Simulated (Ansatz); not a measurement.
# Equation of state of ZrC from a dense series

```
CELL_PARAMETERS angstrom
0.00000 2.35021 2.35021
2.35021 0.00000 2.35021
2.35021 2.35021 0.00000
ATOMIC_POSITIONS crystal
Zr 0.50000 0.50000 0.50000
C 0.00000 0.00000 0.00000
```

Atom numbers follow the list: Zr1, C2.

The structure is an experimental refinement, used without relaxation.

The calculation used DFT, PBE, all-electron LAPW, scalar-relativistic (Ansatz 0.2.0).

Settings: a Γ-centred 15×15×15 k mesh, Fermi–Dirac smearing of 0.05 eV, basis error target 0.25 meV/atom, no spin polarisation.

The cell is scaled evenly. Fractional coordinates are held (clamped ions).

```tsv
V (Å³/atom)	P (GPa)
12.202	17.14
12.209	16.99
12.462	11.30
12.592	8.59
12.722	6.01
12.852	3.56
12.981	1.23
13.111	-0.98
13.241	-3.09
13.371	-5.09
13.501	-6.99
```

(1) Fit a third-order Birch–Murnaghan curve to the pressures.

(2) Predict the pressure at the withheld volume, 13.760 Å³/atom.

## Answers

(1) P = (3B0/2)(y^(7/2) − y^(5/2))[1 + (3/4)(B0′ − 4)(y − 1)] with y = (V0/V)^(2/3) fits within 0.01 GPa for V0 = 13.053 Å³/atom, B0 = 222.0 GPa and B0′ = 4.04.

(2) There y = 0.9654, so the fit gives -10.53 GPa; the run gave -10.52 GPa.
